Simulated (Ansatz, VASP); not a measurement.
**Ir: VASP beside Ansatz**

File INCAR:

```
SYSTEM = Ir
PREC = Accurate ; ENCUT = 520
EDIFF = 1E-8 ; ISMEAR = -1
SIGMA = 0.05 ; LREAL = .FALSE.
LASPH = .TRUE. ; NELM = 80
ALGO = Normal ; ISIF = 2
LWAVE = .FALSE. ; LCHARG = .FALSE.
GGA = PE ; LEFG = .TRUE.
NBANDS = 10
```

The input KPOINTS:

```
Automatic mesh
0
G
  15 15 15
  0 0 0
```

The input POSCAR:

```
Ir
1.0
    0.0000000000      1.9449621075      1.9449621075
    1.9449621075      0.0000000000      1.9449621075
    1.9449621075      1.9449621075      0.0000000000
Ir
1
Direct
    0.0000000000      0.0000000000      0.0000000000
```

Input for Ansatz:

```yaml
crystal:
  lattice:
    - [0.0, 1.9449621075, 1.9449621075]
    - [1.9449621075, 0.0, 1.9449621075]
    - [1.9449621075, 1.9449621075, 0.0]
  atoms:
    - { symbol: Ir, position: [0.0, 0.0, 0.0] }
kpoints:
  mp_grid: { grid: [15, 15, 15] }
scf:
  occupations: { method: fermi_dirac, width: 0.05 }
hamiltonian:
  xc: pbe
  pseudopotentials: { kind: all_electron, datasets: crystal }
output:
  forces: true
  stress: true
  eigenvalues: true
  efg: { contact_densities: true }
```

Change from the starting cell: volume scaled by 1.04, crystal datasets.

Alike in both runs: task electric field gradients; functional PBE; k mesh 15 × 15 × 15; occupations fermi-dirac, width 0.05 eV; no spin polarisation.

|  | VASP | Ansatz |
| --- | --- | --- |
| version | VASP 6.6.1 | Ansatz 0.2.0 |
| potentials or method | VASP PAW PBE potentials, release 64 (Ir) | all-electron PAW with datasets made for the crystal, scalar-relativistic |
| plane-wave cutoff (eV) | 520 | see its input |

Ansatz gave:

```
pressure (GPa)                                                 : -5.1
Vzz of the field gradient on the site that differs most (V/Å²) : 0.0
```

**Question.** Estimate VASP's values.

**Answer.** Pressure (GPa): -4.6; Vzz of the field gradient on the site that differs most (V/Å²): 0.0.

Ansatz ran all-electron here, so the differences hold the error of VASP's frozen core and of both bases. Ansatz warned: «gradients_without_spin_orbit».

Spin-orbit coupling is left out, which matters for the levels of Ir.
